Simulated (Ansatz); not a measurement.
Fluorite CdF₂, relaxed with r2SCAN: 6 runs in Ansatz 0.2.0, each a calculation of independent-particle optics. The symmetry is Fm-3m (No. 225, cubic); conventional cell a = 5.388 Å, 13.04 Å³ an atom. Around Cd lie 8 F at 2.33 Å; around F lie 4 Cd at 2.33 Å. Calculated for a static, non-magnetic cell.

```xyz
3
Lattice="0.0000 2.6942 2.6942 2.6942 0.0000 2.6942 2.6942 2.6942 0.0000" Properties=species:S:1:pos:R:3 pbc="T T T"
Cd    0.0000    0.0000    0.0000
F     1.3471    1.3471    1.3471
F     4.0413    4.0413    4.0413
```

On meshes this coarse, single peaks can be features of the mesh. No local fields, no excitons; the zone sum runs over the cells of the mesh, and ε∞ includes the bands left out of the spectrum. Up to four peaks are listed, those above 15 % of the tallest and inside the complete range; the four can differ from row to row. Rows marked drawn have settings drawn at random (some not listed).

| functional | k mesh | broadening (eV) | scissors (eV) | range (eV) | settings | direct gap on the mesh before scissors (eV) | ε∞ xx | ε∞ yy | ε∞ zz | complete up to (eV) | tallest peaks of mean ε₂ (eV) |
| --- | --- | --- | --- | --- | --- | --- | --- | --- | --- | --- | --- |
| PBE | 8×8×8 | 0.1 | 0.00 | 0–16 | chosen | 3.60 | 2.95 | 2.95 | 2.95 | 16.0 | 10.30 12.40 13.70 14.80 |
| r2SCAN | 8×8×8 | 0.1 | 0.00 | 0–16 | chosen | 4.31 | 2.69 | 2.69 | 2.69 | 16.0 | 10.95 13.10 14.70 14.95 |
| LDA | 8×8×8 | 0.1 | 0.00 | 0–16 | chosen | 3.29 | 3.08 | 3.08 | 3.08 | 16.0 | 9.90 12.05 13.30 14.45 |
| PBE | 8×8×8 | 0.1 | 2.19 (to HSE06) | 0–16 | chosen | 3.60 | 2.64 | 2.64 | 2.64 | 16.0 | 11.15 12.45 14.60 15.90 |
| PBE+SOC | 8×8×8 | 0.1 | 0.00 | 0–16 | chosen | 3.51 | 2.95 | 2.95 | 2.95 | 16.0 | 10.25 12.40 13.65 13.80 |
| PBEsol | 10×10×10 | 0.05 | 0.00 | 0–15 | drawn | 3.42 | 3.02 | 3.02 | 3.02 | 15.0 | 10.10 12.20 13.50 14.60 |

The fundamental gap is indirect (3.10 eV with PBE on 8×8×8); the table holds the direct one.

Only the levels marked +SOC include spin-orbit coupling.
